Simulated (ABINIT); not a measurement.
# Pb (Fm-3m) in ABINIT: settings compared

One crystal, Pb, is run at these levels: PBE, HCTH407, OLYP; tasks: equation of state, band structure.

Everything below comes from runs of ABINIT 10.8.3 (patched build). Logs are shortened: lines on timing, memory, paths and dates and some standing lists are left out, and cuts for length are marked. The log counts tension as positive stress, the text compression.

### Step 1. The structure

It takes space group Fm-3m (No. 225, cubic). Conventional cell: a = 4.950 Å, b = 4.950 Å, c = 4.950 Å, α = 90.00°, β = 90.00°, γ = 90.00°. Pb (site symmetry m-3m) is surrounded by 12 Pb at 3.50 Å.

### Step 2. Equation of state, PBE

The input, run.abi:

```
ndtset 7
getwfk -1
scalecart1 3*0.9795861087
scalecart2 3*0.9864848297
scalecart3 3*0.9932883884
scalecart4 3*1.0000000000
scalecart5 3*1.0066227096
scalecart6 3*1.0131594038
scalecart7 3*1.0196128224

pp_dirpath "./"
pseudos "Pb.GGA_PBE-JTH.xml"

acell 3*1.0
rprim
     0.0000000000     4.6771099530     4.6771099530
     4.6771099530     0.0000000000     4.6771099530
     4.6771099530     4.6771099530     0.0000000000
ntypat 1
znucl 82
natom 1
typat 1
xred
     0.0000000000     0.0000000000     0.0000000000

ecut 17.0
pawecutdg 34.0

kptopt 1
ngkpt 9 9 9
nshiftk 1
shiftk 0.0 0.0 0.0

ixc 11

nband 11
occopt 3
tsmear 0.00183747

nstep 100
tolvrs 1.0e-9

iomode 3
prtwf 1
prtden 0
prteig 0
prtebands 0
enunit 1
```

Potentials or basis: JTH PAW PBE v2.0.

The run is started by

```sh
abinit run.abi > log 2>&1
```

run.abo:

```text
.Version 10.8.3 of ABINIT
 DATASET    1 : space group Fm -3 m (#225); Bravais cF (face-center cubic)
================================================================================
 Values of the parameters that define the memory need for DATASET  1.
     intxc =       0    ionmov =       0      iscf =      17    lmnmax =      18
     lnmax =       6     mgfft =      27  mpssoang =       3    mqgrid =    3001
     natom =       1  nloc_mem =       2    nspden =       1   nspinor =       1
    nsppol =       1      nsym =      48    n1xccc =       1    ntypat =       1
    occopt =       3   xclevel =       2
       mpw =         652          nfft =       19683          nkpt =          35
 PAW method is used; the additional fine FFT grid is defined by:
   mgfftf=        36    nfftf =     46656
================================================================================
================================================================================
[... 71 lines left out ...]
 DATASET    7 : space group Fm -3 m (#225); Bravais cF (face-center cubic)
================================================================================
 Values of the parameters that define the memory need for DATASET  7.
     intxc =       0    ionmov =       0      iscf =      17    lmnmax =      18
     lnmax =       6     mgfft =      27  mpssoang =       3    mqgrid =    3001
     natom =       1  nloc_mem =       2    nspden =       1   nspinor =       1
    nsppol =       1      nsym =      48    n1xccc =       1    ntypat =       1
    occopt =       3   xclevel =       2
       mpw =         745          nfft =       19683          nkpt =          35
 PAW method is used; the additional fine FFT grid is defined by:
   mgfftf=        36    nfftf =     46656
================================================================================
================================================================================

--------------------------------------------------------------------------------
------------- Echo of variables that govern the present computation ------------
--------------------------------------------------------------------------------
 -outvars: echo values of preprocessed input variables --------
            acell      1.0000000000E+00  1.0000000000E+00  1.0000000000E+00 Bohr
              amu      2.07200000E+02
             ecut      1.70000000E+01 Hartree
           enunit           1
           getwfk          -1
              ixc          11
           jdtset        1    2    3    4    5    6    7
         kptrlatt        9    0    0      0    9    0      0    0    9
          kptrlen1     5.83146542E+01
          kptrlen2     5.87253343E+01
          kptrlen3     5.91303494E+01
          kptrlen4     5.95298910E+01
          kptrlen5     5.99241401E+01
          kptrlen6     6.03132688E+01
          kptrlen7     6.06974401E+01
            natom           1
            nband          11
           ndtset           7
            ngfft          27      27      27
          ngfftdg          36      36      36
             nkpt          35
            nstep         100
             nsym          48
           ntypat           1
           occopt           3
        pawecutdg      3.40000000E+01 Hartree
         pawxcdev           0
           prtden           0
        prtebands           0
           prteig           0
            rprim1     0.0000000000E+00  4.5816319388E+00  4.5816319388E+00
                       4.5816319388E+00  0.0000000000E+00  4.5816319388E+00
                       4.5816319388E+00  4.5816319388E+00  0.0000000000E+00
            rprim2     0.0000000000E+00  4.6138980155E+00  4.6138980155E+00
                       4.6138980155E+00  0.0000000000E+00  4.6138980155E+00
                       4.6138980155E+00  4.6138980155E+00  0.0000000000E+00
            rprim3     0.0000000000E+00  4.6457190076E+00  4.6457190076E+00
                       4.6457190076E+00  0.0000000000E+00  4.6457190076E+00
                       4.6457190076E+00  4.6457190076E+00  0.0000000000E+00
            rprim4     0.0000000000E+00  4.6771099530E+00  4.6771099530E+00
                       4.6771099530E+00  0.0000000000E+00  4.6771099530E+00
                       4.6771099530E+00  4.6771099530E+00  0.0000000000E+00
            rprim5     0.0000000000E+00  4.7080850940E+00  4.7080850940E+00
                       4.7080850940E+00  0.0000000000E+00  4.7080850940E+00
                       4.7080850940E+00  4.7080850940E+00  0.0000000000E+00
            rprim6     0.0000000000E+00  4.7386579315E+00  4.7386579315E+00
                       4.7386579315E+00  0.0000000000E+00  4.7386579315E+00
                       4.7386579315E+00  4.7386579315E+00  0.0000000000E+00
            rprim7     0.0000000000E+00  4.7688412799E+00  4.7688412799E+00
                       4.7688412799E+00  0.0000000000E+00  4.7688412799E+00
                       4.7688412799E+00  4.7688412799E+00  0.0000000000E+00
          spgroup         225
           tolvrs      1.00000000E-09
           tsmear      1.83747000E-03 Hartree
            typat      1
           useylm           1
            znucl       82.00000

================================================================================

 chkinp: Checking input parameters for consistency, jdtset=   1.

 chkinp: Checking input parameters for consistency, jdtset=   2.

 chkinp: Checking input parameters for consistency, jdtset=   3.

 chkinp: Checking input parameters for consistency, jdtset=   4.
[... 31 lines left out ...]
 getcut: wavevector=  0.0000  0.0000  0.0000  ngfft=  27  27  27
         ecut(hartree)=     17.000   => boxcut(ratio)=   2.16516

 Fine grid specifications (used for densities):

 getcut: wavevector=  0.0000  0.0000  0.0000  ngfft=  36  36  36
         ecut(hartree)=     34.000   => boxcut(ratio)=   2.11672

--- Pseudopotential description ------------------------------------------------
- pspini: atom type   1  psp file is ./Pb.GGA_PBE-JTH.xml
 Pseudopotential format is: paw10
 basis_size (lnmax)=  6 (lmn_size= 18), orbitals=   0   0   1   1   2   2
 Spheres core radius: rc_sph= 2.40264019
 Shapefunction is BESSEL type: shapef(r,l)=aa(1,l)*jl(q(1,l)*r)+aa(2,l)*jl(q(2,l)*r)
 Radius for shape functions =  2.00872932
 Compensation charge density is not taken into account in XC energy/potential

   3.29629720E+02                                ecore*ucvol(ha*bohr**3)
--------------------------------------------------------------------------------

[... 7 lines left out ...]

     iter   Etot(hartree)      deltaE(h)  residm     nres2
 ETOT  1  -60.529284595245    -6.053E+01 3.972E+00 1.315E+00
 ETOT  2  -61.199644801584    -6.704E-01 2.714E-01 6.643E-01
 ETOT  3  -61.199930241822    -2.854E-04 4.887E-02 1.613E-01
 ETOT  4  -61.199886187843     4.405E-05 2.054E-02 3.989E-02
 ETOT  5  -61.199840513307     4.567E-05 1.160E-02 1.463E-03
 ETOT  6  -61.199841429026    -9.157E-07 1.187E-02 5.191E-04
 ETOT  7  -61.199840491936     9.371E-07 1.505E-03 3.656E-05
 ETOT  8  -61.199840531663    -3.973E-08 7.141E-03 4.486E-07
 ETOT  9  -61.199840547901    -1.624E-08 5.046E-04 6.017E-08
 ETOT 10  -61.199840548564    -6.630E-10 1.728E-03 2.911E-09
 ETOT 11  -61.199840548578    -1.491E-11 9.471E-05 1.838E-11
[... 1138 lines left out ...]
 Cartesian components of stress tensor (hartree/bohr^3)
  sigma(1 1)=  7.60264084E-05  sigma(3 2)=  0.00000000E+00
  sigma(2 2)=  7.60264084E-05  sigma(3 1)=  0.00000000E+00
  sigma(3 3)=  7.60264084E-05  sigma(2 1)=  0.00000000E+00

-Cartesian components of stress tensor (GPa)         [Pressure= -2.2368E+00 GPa]
- sigma(1 1)=  2.23677416E+00  sigma(3 2)=  0.00000000E+00
- sigma(2 2)=  2.23677416E+00  sigma(3 1)=  0.00000000E+00
- sigma(3 3)=  2.23677416E+00  sigma(2 1)=  0.00000000E+00

== END DATASET(S) ==============================================================
================================================================================

 -outvars: echo values of variables after computation  --------
            acell      1.0000000000E+00  1.0000000000E+00  1.0000000000E+00 Bohr
           etotal1    -6.1199840549E+01
           etotal2    -6.1200630115E+01
           etotal3    -6.1201164078E+01
           etotal4    -6.1201569754E+01
           etotal5    -6.1201829016E+01
           etotal6    -6.1201933349E+01
           etotal7    -6.1201949614E+01
            fcart1    -0.0000000000E+00 -0.0000000000E+00 -0.0000000000E+00
            fcart2    -0.0000000000E+00 -0.0000000000E+00 -0.0000000000E+00
            fcart3    -0.0000000000E+00 -0.0000000000E+00 -0.0000000000E+00
            fcart4    -0.0000000000E+00 -0.0000000000E+00 -0.0000000000E+00
            fcart5    -0.0000000000E+00 -0.0000000000E+00 -0.0000000000E+00
            fcart6    -0.0000000000E+00 -0.0000000000E+00 -0.0000000000E+00
            fcart7    -0.0000000000E+00 -0.0000000000E+00 -0.0000000000E+00
            rprim1     0.0000000000E+00  4.5816319388E+00  4.5816319388E+00
                       4.5816319388E+00  0.0000000000E+00  4.5816319388E+00
                       4.5816319388E+00  4.5816319388E+00  0.0000000000E+00
            rprim2     0.0000000000E+00  4.6138980155E+00  4.6138980155E+00
                       4.6138980155E+00  0.0000000000E+00  4.6138980155E+00
                       4.6138980155E+00  4.6138980155E+00  0.0000000000E+00
            rprim3     0.0000000000E+00  4.6457190076E+00  4.6457190076E+00
                       4.6457190076E+00  0.0000000000E+00  4.6457190076E+00
[... 9 lines left out ...]
                       4.7386579315E+00  4.7386579315E+00  0.0000000000E+00
            rprim7     0.0000000000E+00  4.7688412799E+00  4.7688412799E+00
                       4.7688412799E+00  0.0000000000E+00  4.7688412799E+00
                       4.7688412799E+00  4.7688412799E+00  0.0000000000E+00
           strten1    -1.3183778081E-04 -1.3183778081E-04 -1.3183778081E-04
                       0.0000000000E+00  0.0000000000E+00  0.0000000000E+00
           strten2    -8.6004951943E-05 -8.6004951943E-05 -8.6004951943E-05
                       0.0000000000E+00  0.0000000000E+00  0.0000000000E+00
           strten3    -4.5123558973E-05 -4.5123558973E-05 -4.5123558973E-05
                       0.0000000000E+00  0.0000000000E+00  0.0000000000E+00
           strten4    -9.0317268660E-06 -9.0317268660E-06 -9.0317268660E-06
                       0.0000000000E+00  0.0000000000E+00  0.0000000000E+00
           strten5     2.2763330149E-05  2.2763330149E-05  2.2763330149E-05
                       0.0000000000E+00  0.0000000000E+00  0.0000000000E+00
           strten6     5.0917756453E-05  5.0917756453E-05  5.0917756453E-05
                       0.0000000000E+00  0.0000000000E+00  0.0000000000E+00
           strten7     7.6026408410E-05  7.6026408410E-05  7.6026408410E-05
                       0.0000000000E+00  0.0000000000E+00  0.0000000000E+00
 Calculation completed.
```

Wall time 57 s (1 thread of Arm Neoverse V1, shared host); peak memory 0.13 GiB.

Results:

* Equilibrium volume: 31.91 Å³/atom (rough: see the caveat)
* Bulk modulus: 36 GPa (rough)

Energy against volume, from the lowest point:
```tsv
volume (Å³/atom)	energy (meV/atom)
28.503	57.39
29.110	35.91
29.716	21.38
30.323	10.34
30.929	3.28
31.535	0.44
32.142	0.00
```

Caveat: the cutoff is too short for stress, so the log's stress isn't used; pressures at fixed basis lie under the slope of the energies; the fit is doubtful: noisy points or a state that changes with volume.

[end of part 1 of 2]
